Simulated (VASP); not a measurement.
# EuO (Fm-3m) in VASP: notebook

EuO is run at these levels: PBE+U; tasks: single point.

Everything below comes from runs of VASP 6.6.1. Logs are shortened: lines on timing, memory, paths and dates and some standing lists are left out, and cuts for length are marked.

**What was measured.**

From a printed reference work, monograph, for a bulk crystal of EuO at 300 K: band gap 1.115 eV (optical).

The results are compared with them further down.

## Step 1: The cell of the first run

It takes space group Fm-3m (No. 225, cubic). Conventional cell: a = 5.144 Å, b = 5.144 Å, c = 5.144 Å, α = 90.00°, β = 90.00°, γ = 90.00°. Eu (site symmetry m-3m) has 6 O at 2.57 Å within 3.4 Å. O (site symmetry m-3m) has 6 Eu at 2.57 Å within 3.4 Å.

## Step 2: Single point, PBE+U, collinear spin, ferromagnetic start

The input, INCAR:

```
SYSTEM = EuO
ALGO = Normal ; EDIFF = 1E-6
ENCUT = 600 ; GGA = PE
GGA_COMPAT = .False. ; ISIF = 2
ISMEAR = -1 ; ISPIN = 2
LASPH = .True. ; LCHARG = .True.
LDAU = .True. ; LDAUJ = 0 0
LDAUL = 3 -1 ; LDAUPRINT = 1
LDAUTYPE = 2 ; LDAUU = 5.3 0
LELF = .True. ; LMAXMIX = 6
LORBIT = 11 ; LREAL = .False.
LVHAR = .True. ; LWAVE = .False.
MAGMOM = 7 7 0 0 ; NBANDS = 35
NELM = 200 ; PREC = Accurate
SIGMA = 0.03
```

The input, KPOINTS:

```
k-points
0
Gamma
  6 6 3
  0 0 0
```

The input, POSCAR:

```
EuO
1.0
    0.0000000000      2.5719500000      2.5719500000
    2.5719500000      0.0000000000      2.5719500000
    5.1439000000      5.1439000000      0.0000000000
Eu O
2 2
Direct
    0.0000000000      0.0000000000      0.0000000000
    0.0000000000      0.0000000000      0.5000000000
    0.5000000000      0.5000000000      0.2500000000
    0.5000000000      0.5000000000      0.7500000000
```

Potentials or basis: VASP PAW PBE potentials, release 64 (Eu, O).

Command:

```bash
$ cat potpaw_PBE.64/Eu/POTCAR potpaw_PBE.64/O/POTCAR > POTCAR
$ mpirun -np 1 vasp_std > vasp.out
```

OUTCAR:

```text
SYSTEM = EuO
   EDIFF = 1E-6
   ENCUT = 600
   GGA = PE
   ISIF = 2
   ISMEAR = -1
   ISPIN = 2
   LASPH = .True.
   LORBIT = 11
   LREAL = .False.
   NELM = 200
   PREC = Accurate

 ion  position               nearest neighbor table
   1  0.000  0.000  0.000-   4 2.57   3 2.57   4 2.57   3 2.57   4 2.57   3 2.57
   2  0.000  0.000  0.500-   3 2.57   3 2.57   4 2.57   3 2.57   4 2.57   4 2.57
   3  0.500  0.500  0.250-   1 2.57   1 2.57   2 2.57   1 2.57   2 2.57   2 2.57
   4  0.500  0.500  0.750-   2 2.57   1 2.57   2 2.57   1 2.57   2 2.57   1 2.57

  LATTYP: Found a trigonal (rhomboedric) cell.
 ALAT       =     6.2999651440
 COS(alpha) =     0.8333333333

  Lattice vectors:

 A1 = (   5.1439000000,   2.5719500000,  -2.5719500000)
 A2 = (   2.5719500000,   2.5719500000,  -5.1439000000)
 A3 = (   2.5719500000,   5.1439000000,  -2.5719500000)

Analysis of symmetry for initial positions (statically):
=====================================================================
 Subroutine PRICEL returns following result:

  LATTYP: Found a face centered cubic cell.
 ALAT       =     5.1439000000
[... 12 lines left out ...]
 Subroutine GETGRP returns: Found 12 space group operations
 (whereof 12 operations were pure point group operations)
 out of a pool of 12 trial point group operations.

The static configuration has the point symmetry D_3d.

Analysis of symmetry for dynamics (positions and initial velocities):
=====================================================================
 Subroutine PRICEL returns following result:

  LATTYP: Found a face centered cubic cell.
 ALAT       =     5.1439000000
[... 12 lines left out ...]
 Subroutine GETGRP returns: Found 12 space group operations
 (whereof 12 operations were pure point group operations)
 out of a pool of 12 trial point group operations.

The dynamic configuration has the point symmetry D_3d.

Analysis of structural, dynamic, and magnetic symmetry:
=====================================================================
 Subroutine PRICEL returns following result:

  LATTYP: Found a face centered cubic cell.
 ALAT       =     5.1439000000
[... 12 lines left out ...]
 Subroutine GETGRP returns: Found 12 space group operations
 (whereof 12 operations were pure point group operations)
 out of a pool of 12 trial point group operations.

The overall configuration has the point symmetry D_3d.

 Subroutine INISYM returns: Found 12 space group operations
 (whereof 12 operations are pure point group operations),
 and found     2 'primitive' translations

----------------------------------------------------------------------------------------

                                     Primitive cell

  volume of cell :      34.0265

  direct lattice vectors                    reciprocal lattice vectors
     0.000000000  2.571950000  2.571950000    -0.194405023  0.194405023  0.194405023
     2.571950000  0.000000000  2.571950000     0.194405023 -0.194405023  0.194405023
     2.571950000  2.571950000  0.000000000     0.194405023  0.194405023 -0.194405023

  length of vectors
     3.637286572  3.637286572  3.637286572     0.336719378  0.336719378  0.336719378

[... 187 lines left out ...]
spin component  2

  0.0034  0.0000  0.0016  0.0000  0.0000 -0.0000 -0.0000
  0.0000  0.0001  0.0000  0.0000  0.0000  0.0000 -0.0000
  0.0016  0.0000  0.0026  0.0000  0.0000 -0.0000 -0.0000
  0.0000  0.0000  0.0000  0.0047  0.0000 -0.0000 -0.0000
  0.0000  0.0000  0.0000  0.0000  0.0026  0.0000 -0.0016
 -0.0000  0.0000 -0.0000 -0.0000  0.0000  0.0014 -0.0000
 -0.0000 -0.0000 -0.0000 -0.0000 -0.0016 -0.0000  0.0034

 occupancies and eigenvectors

  o =  0.0001  v =  0.0000  0.0000  0.0000  0.0000  0.0000  0.0000  0.0000 -0.0000  1.0000 -0.0000 -0.0000 -0.0000  0.0000  0.0000      0.0000  0.0000  0.0000  0.0000  0.0000  0.0000  0.0000  0.0000  0.0000  0.0000  0.0000  0.0000  0.0000  0.0000
  o =  0.0014  v =  0.0000  0.0000  0.0000  0.0000  0.0000  0.0000  0.0000 -0.0543 -0.0000  0.0701  0.0000  0.5908 -0.6586  0.4576      0.0000  0.0000  0.0000  0.0000  0.0000  0.0000  0.0000  0.0000  0.0000  0.0000  0.0000  0.0000  0.0000  0.0000
  o =  0.0014  v =  0.0000  0.0000  0.0000  0.0000  0.0000  0.0000  0.0000 -0.4970 -0.0000  0.6417  0.0000  0.2602  0.4826  0.2015      0.0000  0.0000  0.0000  0.0000  0.0000  0.0000  0.0000  0.0000  0.0000  0.0000  0.0000  0.0000  0.0000  0.0000
  o =  0.0014  v =  0.0000  0.0000  0.0000  0.0000  0.0000  0.0000  0.0000  0.3536 -0.0000 -0.4564 -0.0000  0.4564  0.5774  0.3536      0.0000  0.0000  0.0000  0.0000  0.0000  0.0000  0.0000  0.0000  0.0000  0.0000  0.0000  0.0000  0.0000  0.0000
  o =  0.0047  v =  0.0000  0.0000  0.0000  0.0000  0.0000  0.0000  0.0000  0.3349 -0.0000  0.2594 -0.8163  0.2405 -0.0000 -0.3104      0.0000  0.0000  0.0000  0.0000  0.0000  0.0000  0.0000  0.0000  0.0000  0.0000  0.0000  0.0000  0.0000  0.0000
  o =  0.0047  v =  0.0000  0.0000  0.0000  0.0000  0.0000  0.0000  0.0000  0.5518  0.0000  0.4274  0.0179 -0.4384 -0.0000  0.5659      0.0000  0.0000  0.0000  0.0000  0.0000  0.0000  0.0000  0.0000  0.0000  0.0000  0.0000  0.0000  0.0000  0.0000
  o =  0.0047  v =  0.0000  0.0000  0.0000  0.0000  0.0000  0.0000  0.0000 -0.4564 -0.0000 -0.3536 -0.5774 -0.3536  0.0000  0.4564      0.0000  0.0000  0.0000  0.0000  0.0000  0.0000  0.0000  0.0000  0.0000  0.0000  0.0000  0.0000  0.0000  0.0000
  o =  0.9594  v = -0.0000 -1.0000 -0.0000 -0.0000 -0.0000  0.0000  0.0000  0.0000  0.0000  0.0000  0.0000  0.0000  0.0000  0.0000      0.0000  0.0000  0.0000  0.0000  0.0000  0.0000  0.0000  0.0000  0.0000  0.0000  0.0000  0.0000  0.0000  0.0000
  o =  0.9680  v = -0.4564  0.0001 -0.3536 -0.5774 -0.3536  0.0000  0.4564  0.0000  0.0000  0.0000  0.0000  0.0000  0.0000  0.0000      0.0000  0.0000  0.0000  0.0000  0.0000  0.0000  0.0000  0.0000  0.0000  0.0000  0.0000  0.0000  0.0000  0.0000
  o =  0.9680  v =  0.4462 -0.0000  0.3456 -0.7932  0.1401  0.0000 -0.1809  0.0000  0.0000  0.0000  0.0000  0.0000  0.0000  0.0000      0.0000  0.0000  0.0000  0.0000  0.0000  0.0000  0.0000  0.0000  0.0000  0.0000  0.0000  0.0000  0.0000  0.0000
  o =  0.9680  v = -0.4664 -0.0000 -0.3613 -0.1938  0.4800 -0.0000 -0.6196  0.0000  0.0000  0.0000  0.0000  0.0000  0.0000  0.0000      0.0000  0.0000  0.0000  0.0000  0.0000  0.0000  0.0000  0.0000  0.0000  0.0000  0.0000  0.0000  0.0000  0.0000
  o =  0.9743  v = -0.4737  0.0000  0.6116 -0.0000  0.4847  0.1605  0.3754  0.0000  0.0000  0.0000  0.0000  0.0000  0.0000  0.0000      0.0000  0.0000  0.0000  0.0000  0.0000  0.0000  0.0000  0.0000  0.0000  0.0000  0.0000  0.0000  0.0000  0.0000
  o =  0.9743  v = -0.1600  0.0000  0.2066  0.0000 -0.4263  0.8006 -0.3302  0.0000  0.0000  0.0000  0.0000  0.0000  0.0000  0.0000      0.0000  0.0000  0.0000  0.0000  0.0000  0.0000  0.0000  0.0000  0.0000  0.0000  0.0000  0.0000  0.0000  0.0000
  o =  0.9743  v =  0.3536  0.0000 -0.4564  0.0000  0.4564  0.5774  0.3536  0.0000  0.0000  0.0000  0.0000  0.0000  0.0000  0.0000      0.0000  0.0000  0.0000  0.0000  0.0000  0.0000  0.0000  0.0000  0.0000  0.0000  0.0000  0.0000  0.0000  0.0000

 number of electron      45.9999999 magnetization      14.0000007

 Free energy of the ion-electron system (eV)
  ---------------------------------------------------
  ext. energy  EPLUGINS =         0.00000000
  ---------------------------------------------------
  free energy    TOTEN  =       -42.41534552 eV

  energy without entropy =      -42.41368277  energy(sigma->0) =      -42.41451415

 E-fermi :   3.7942     XC(G=0): -10.7688

 val. band max:        3.7089231865   @ k =   0.1667   0.1667   0.0000
 cond. band min:       3.8188233777   @ k =   0.0000   0.0000   0.0000
 fundamental gap:      0.1099001912
 Fermi energy:         3.7942181118

 spin component 1

 k-point     1 :       0.0000    0.0000    0.0000
  band No.  band energies     occupation
      1     -36.1028      1.00000
      2     -36.0041      1.00000
      3     -16.5466      1.00000
      4     -14.7469      1.00000
      5     -14.7469      1.00000
      6     -14.6563      1.00000
[... 597 lines left out ...]
     34       7.9215      0.00000
     35       9.3516      0.00000
 Fermi energy:         3.7942181118

 spin component 2

 k-point     1 :       0.0000    0.0000    0.0000
  band No.  band energies     occupation
      1     -33.0015      1.00000
      2     -32.8711      1.00000
      3     -15.4925      1.00000
      4     -14.0681      1.00000
      5     -12.4323      1.00000
      6     -12.4323      1.00000
[... 597 lines left out ...]
     34      13.2765      0.00000
     35      13.3034      0.00000

------------------------ aborting loop because EDIFF is reached ----------------------------------------

  FORCE on cell =-STRESS in cart. coord.  units (eV):
  Direction    XX          YY          ZZ          XY          YZ          ZX
  --------------------------------------------------------------------------------------
  -------------------------------------------------------------------------------------
  Total        0.2495105      0.2495105      0.2495105     -0.0001618      0.0001618      0.0001618
  in kB        5.8742425      5.8742425      5.8742425     -0.0038099      0.0038099      0.0038099
  external PRESSURE =       5.8742425 kB  Pullay stress =       0.0000000 kB

 VOLUME and BASIS-vectors are now :
 -----------------------------------------------------------------------------
  energy-cutoff  :      600.00
  volume of cell :       68.05
      direct lattice vectors                 reciprocal lattice vectors
     0.000000000  2.571950000  2.571950000    -0.194405023  0.194405023  0.194405023
     2.571950000  0.000000000  2.571950000     0.194405023 -0.194405023  0.194405023
     5.143900000  5.143900000  0.000000000     0.097202512  0.097202512 -0.097202512

 POSITION                                       TOTAL-FORCE (eV/Angst)
 -----------------------------------------------------------------------------------
      0.00000      0.00000      0.00000         0.000000      0.000000      0.000000
      2.57195      2.57195      0.00000         0.000000      0.000000     -0.000000
      2.57195      2.57195      2.57195        -0.000000     -0.000000     -0.000000
      5.14390      5.14390      2.57195        -0.000000      0.000000     -0.000000
 -----------------------------------------------------------------------------------
    total drift:                                0.000000      0.000000      0.000000

  FREE ENERGIE OF THE ION-ELECTRON SYSTEM (eV)
  ---------------------------------------------------
  free  energy   TOTEN  =       -42.4153455202 eV

  energy  without entropy=      -42.4136827732  energy(sigma->0) =      -42.41451415

 total charge

# of ion       s       p       d       f       tot
--------------------------------------------------
    1        2.032   5.798   0.312   6.796  14.938
    2        2.032   5.798   0.312   6.796  14.938
    3        1.551   3.406   0.000   0.000   4.958
    4        1.551   3.406   0.000   0.000   4.958
--------------------------------------------------
tot          7.168  18.409   0.624  13.591  39.791

 magnetization (x)

# of ion       s       p       d       f       tot
--------------------------------------------------
    1       -0.014  -0.112   0.079   6.761   6.714
    2       -0.014  -0.112   0.079   6.761   6.714
    3       -0.005  -0.091   0.000   0.000  -0.096
    4       -0.005  -0.091   0.000   0.000  -0.096
--------------------------------------------------
tot         -0.038  -0.407   0.158  13.522  13.236
```

It took 5.8 min on 1 thread of Intel Xeon 8259CL, shared host; peak memory 0.31 GiB.

What came out:

```
Free energy                                           : -42.4153 eV
Pressure                                              : 0.6 GPa
Band gap on the k mesh                                : zero (filled and empty bands overlap)
Net moment                                            : 14.00 μB per cell
Site moments                                          : Eu +6.71; O -0.10 μB
Valence electrons inside the program's atomic spheres : Eu 14.94; O 4.96
```

Levels at points of the mesh, in eV from the Fermi level:
Spin up:
```tsv
k point	band 28	band 29	band 30	band 31	band 32	band 33
(0.00, 0.00, 0.00)	0.02	0.02	0.02	0.72	2.77	2.77
(0.50, 0.00, 0.00)	-0.44	-0.20	-0.14	-0.14	3.35	4.52
```
Spin down:
```
           k point  band 13  band 14  band 15  band 16  band 17  band 18  band 19  band 20
(0.00, 0.00, 0.00)    -3.91    -2.77    -2.77    -2.77     1.56     3.75     3.75     3.75
(0.50, 0.00, 0.00)    -3.91    -2.84    -2.73    -2.73     0.71     4.01     5.41     6.19
```

Eigenvalues of the final occupation matrices:
```tsv
site	spin	trace	eigenvalues
site 1 f	1	6.79	0.96 0.97 0.97 0.97 0.97 0.97 0.97
site 1 f	2	0.02	0.00 0.00 0.00 0.00 0.00 0.00 0.00
site 2 f	1	6.79	0.96 0.97 0.97 0.97 0.97 0.97 0.97
site 2 f	2	0.02	0.00 0.00 0.00 0.00 0.00 0.00 0.00
```

Caveat: spin-orbit coupling is left out, which moves the levels of the heavy elements. The state reached can hang on the start; a lower one may exist.

(Part 1 of 2 ends here.)
